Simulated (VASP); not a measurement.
A run of VASP 6.6.1:

Contents of INCAR:

```
SYSTEM = Te
  ALGO = Normal
  EDIFF = 1E-7
  EDIFFG = -0.02
  ENCUT = 600
  GGA = PS
  IBRION = 2
  ISIF = 3
  ISMEAR = -1
  LASPH = .True.
  LCHARG = .False.
  LREAL = .False.
  LWAVE = .False.
  NELM = 60
  NSW = 40
  PREC = Accurate
  PSTRESS = 50
  SIGMA = 0.05
```

KPOINTS

```
k-points
0
Gamma
  9 9 9
  0 0 0
```

Contents of POSCAR:

```
Te
1.0
    2.3059043427      1.3313144930      1.6909537039
   -2.3059043427      1.3313144930      1.6909537039
    0.0000000000     -2.6626289860      1.6909537039
Te
1
Direct
    0.5000000000      0.5000000000      0.5000000000
```

Potentials or basis: VASP PAW PBE potentials, release 64 (Te).

Run with:

```bash
$ cat potpaw_PBE.64/Te/POTCAR > POTCAR
$ mpirun -np 1 vasp_std > vasp.out
```

Hardware: 1 thread of AMD EPYC 7R43 64-Core Processor (Zen 3), on a shared host.

Task: How long does it take, and how much memory?

Result: It took 3.6 min on 1 thread of AMD EPYC 7R43 64-Core Processor (Zen 3) (shared host), peak memory 0.17 GiB. Counts: scf iterations 107, k points 85, ion steps 12.
